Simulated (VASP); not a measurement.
A run of VASP 6.6.1:

File INCAR:

```
SYSTEM = Ga
  PREC = Accurate
  ENCUT = 520
  EDIFF = 1E-7
  ISMEAR = -1
  SIGMA = 0.05
  LREAL = .FALSE.
  LASPH = .TRUE.
  NELM = 100
  ALGO = Normal
  ISIF = 2
  LWAVE = .FALSE.
  LCHARG = .FALSE.
  LDIPOL = .TRUE.
  IDIPOL = 3
  DIPOL = 0.5 0.5 0.500
  GGA = PE
  NBANDS = 90
```

The input KPOINTS:

```
Automatic mesh
0
G
  6 6 1
  0 0 0
```

Contents of POSCAR:

```
Ga
1.0
    4.4882540000      0.0000000000      0.0000000000
    0.0000000000      4.6532591000      0.0000000000
    0.0000000000      0.0000000000     23.9716487210
Ga
12
Direct
    0.7500000000      0.6720674500      0.3128695939
    0.2500000000      0.3279325500      0.3128695939
    0.2500000000      0.8279325500      0.3686744956
    0.7500000000      0.1720674500      0.3686744956
    0.7500000000      0.1720674500      0.4720975491
    0.2500000000      0.8279325500      0.4720975491
    0.2500000000      0.3279325500      0.5279024509
    0.7500000000      0.6720674500      0.5279024509
    0.7500000000      0.6720674500      0.6313255044
    0.2500000000      0.3279325500      0.6313255044
    0.2500000000      0.8279325500      0.6871304061
    0.7500000000      0.1720674500      0.6871304061
```

Potentials or basis: VASP PAW PBE potentials, release 64 (Ga_d).

Launch:

```bash
$ cat potpaw_PBE.64/Ga_d/POTCAR > POTCAR
$ mpirun -np 1 vasp_std > vasp.out
```

Hardware: 1 thread of Intel(R) Xeon(R) 6975P-C (Granite Rapids) (shared host).

Q: How long does it take, and how much memory?

A: It took 15 min on 1 thread of Intel(R) Xeon(R) 6975P-C (Granite Rapids) (shared host), peak memory 0.76 GiB. Counts: scf iterations 26, k points 16.
